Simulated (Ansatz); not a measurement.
Equation of state of MoP from a dense series

```xyz
2
Lattice="3.2230 0.0000 0.0000 -1.6115 2.7912 0.0000 0.0000 0.0000 3.1910" Properties=species:S:1:pos:R:3 pbc="T T T"
Mo    0.0000    0.0000    0.0000
P     0.0000    1.8608    1.5955
```

Atom numbers follow the list: Mo1, P2.

The conventional cell has a = 3.223 Å, b = 3.223 Å, c = 3.191 Å, α = 90.00°, β = 90.00°, γ = 120.00°. Mo (atom 1) is surrounded by 6 P at 2.45 Å. P (atom 2) is surrounded by 6 Mo at 2.45 Å.

The cell comes from COD entry 1539074, which wasn't checked; take it as a given geometry.

Spin polarisation is left out, and whether a magnetic state lies lower isn't shown here.

Computed with DFT, PBEsol, all-electron LAPW, scalar-relativistic in Ansatz 0.2.0.

Numerical set-up: a Γ-centred 15×15×13 k mesh, Fermi–Dirac smearing of 0.08 eV, basis error target 0.25 meV/atom, no spin polarisation.

The cell is scaled evenly. Fractional coordinates are held (clamped ions).

| V (Å³/atom) | P (GPa) |
| --- | --- |
| 13.492 | 12.43 |
| 13.779 | 6.49 |
| 14.066 | 1.17 |
| 14.210 | -1.28 |
| 14.353 | -3.60 |
| 14.497 | -5.80 |
| 14.640 | -7.88 |
| 15.214 | -15.13 |

(1) Fit a third-order Birch–Murnaghan curve to the pressures.

(2) Predict the pressure at the withheld volume, 14.927 Å³/atom.

## Answers

(1) P = (3B0/2)(y^(7/2) − y^(5/2))[1 + (3/4)(B0′ − 4)(y − 1)] with y = (V0/V)^(2/3) fits within 0.01 GPa for V0 = 14.133 Å³/atom, B0 = 241.5 GPa and B0′ = 4.42.

(2) There y = 0.9642, so the fit gives -11.70 GPa; the run gave -11.71 GPa.
